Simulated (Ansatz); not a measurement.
# CdS: the cost of one run

Program: Ansatz 0.2.0. Level of theory: DFT PBE+D3(BJ), scalar-relativistic, plane waves, PAW. These are calculated values, not measurements.

### 1 Starting point

Symmetry: P3m1, No. 156, trigonal system. The conventional cell has a = 4.261 Å, b = 4.261 Å, c = 5.804 Å, α = 90.00°, β = 90.00°, γ = 120.00°. Cd (site symmetry 3m) is surrounded by 3 S at 2.46 Å. Around S (site symmetry 3m) lie 3 Cd at 2.46 Å.

As a file:

```cif
data_structure
_symmetry_space_group_name_H-M 'P 1'
_symmetry_Int_Tables_number 1
_cell_length_a 4.2612
_cell_length_b 4.2612
_cell_length_c 5.8042
_cell_angle_alpha 90.000
_cell_angle_beta 90.000
_cell_angle_gamma 120.000
_cell_volume 91.27
loop_
_atom_site_label
_atom_site_type_symbol
_atom_site_fract_x
_atom_site_fract_y
_atom_site_fract_z
_atom_site_occupancy
Cd1 Cd 0.00000 0.00000 0.44269 1
S1 S 0.66667 0.33333 0.43431 1
```

Source of the structure: the Materials Project (structure only).

### 2 A first look at the start

File input.yaml:

```yaml
crystal:
  lattice:
    - [4.2611695877, 0.0, 0.0]
    - [-2.1305847939, 3.6902811128, 0.0]
    - [0.0, 0.0, 5.80417294]
  atoms:
    - { symbol: Cd, position: [0.0, 0.0, 0.44269192] }
    - { symbol: S, position: [0.66666667, 0.33333333, 0.43430808] }
basis:
  ecutwfc: 420
kpoints:
  mp_grid: { grid: [6, 6, 4] }
hamiltonian:
  xc: pbe
  dispersion: d3bj
scf:
  occupations: { method: gaussian, width: 0.1 }
output:
  forces: true
  stress: true
  eigenvalues: true
```

Q: Estimate wall time and peak memory on 1 thread of an Arm CPU, shared host.

About 3.3 s, with a peak of 0.33 GiB.
